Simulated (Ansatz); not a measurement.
Crystal: HgTe.

```
Hg Te
1.0
     0.00000    3.18000    3.18000
     3.18000    0.00000    3.18000
     3.18000    3.18000    0.00000
Hg Te
1 1
Direct
  0.00000 0.00000 0.00000
  0.50000 0.50000 0.50000
```

Measurements of this composition are mostly on another form, of space group No. 216.

```yaml
Program: Ansatz 0.2.0
Task: relaxation of cell and atoms
Functional: PBE
Dispersion: D3(BJ)
Potentials_or_basis: Ansatz PAW
Cutoff: "420 eV (not typed: the program's choice for these potentials)"
k_mesh: 7 × 7 × 7
Occupations: fermi-dirac, width 0.05 eV
Spin: no spin polarisation
```

At the start: volume 32.16 Å³/atom.

Q: Where does the relaxation end?

A: It ends after 5 steps and the volume is 27.47 Å³/atom (-14.6 %); space group Fm-3m (No. 225, to 0.05 Å).

The path:
```tsv
step	energy change (eV)	largest force (eV/Å)	volume (Å³)
1	0.0000	0.0000	64.31
2	-0.2014	0.0000	55.36
3	-0.2020	0.0000	54.77
4	-0.2020	0.0000	54.94
5	-0.2001	0.0000	54.94
```

Final structure:
```yaml
crystal:
  lattice:
    - [0.00000, 3.01738, 3.01738]
    - [3.01738, 0.00000, 3.01738]
    - [3.01738, 3.01738, 0.00000]
  atoms:
    - { symbol: Hg, position: [0.00000, 0.00000, 0.00000] }
    - { symbol: Te, position: [0.50000, 0.50000, 0.50000] }
```

Caveat: the plane-wave basis is chosen anew once the cell has moved, so the energies of steps on either side of that aren't comparable; the volume moved by -15 % from the deposited cell, more than functionals usually miss; pairwise dispersion overbinds metals, which lowers pressure and volume.
